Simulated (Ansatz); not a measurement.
**Be under changes of volume**

One of the cells (8.105 Å³/atom); the others are scaled copies at fixed shape and fractional positions:

```
Be
1.0
     2.28530    0.00000    0.00000
    -1.14265    1.97913    0.00000
     0.00000    0.00000    3.58420
Be
2
Direct
  0.66667 0.33333 0.75000
  0.33333 0.66667 0.25000
```

| Item | Value |
| --- | --- |
| Program | Ansatz 0.2.0 |
| Functional | PBE |
| Potentials or basis | Ansatz PAW earlier set |
| Cutoff | 960 eV (not typed: the program's choice for these potentials) |
| k mesh | 13 × 13 × 8 |
| Occupations | fermi-dirac, width 0.05 eV |
| Spin | no spin polarisation |

| volume (Å³/atom) | energy over the lowest point (meV/atom) | pressure (GPa) |
| --- | --- | --- |
| 7.619 | 4.39 | 5.0 |
| 7.781 | ? | ? |
| 7.943 | 0.00 | -0.5 |
| 8.105 | 1.68 | -2.8 |
| 8.268 | 5.67 | -5.0 |
| 8.430 | 11.75 | -7.0 |
| 8.592 | 19.77 | -8.8 |

Problem. What does the run at 7.781 Å³/atom give?

Solution. Energy over the lowest point 0.82 meV/atom; pressure 2.1 GPa.

Worked out: A Birch-Murnaghan fit of order 3 (a polynomial in V^(-2/3)) to the other rows has its minimum at 7.91 Å³/atom with B0 = V·E''(V) = 123 GPa and B' = 3.2 at fixed shape and positions, which overstates the stiffness. It gives 0.83 meV/atom at 7.781 Å³/atom, against the run's 0.82, and -dE/dV = 2.1 GPa, against 2.1.

Energies are extrapolated to zero smearing.
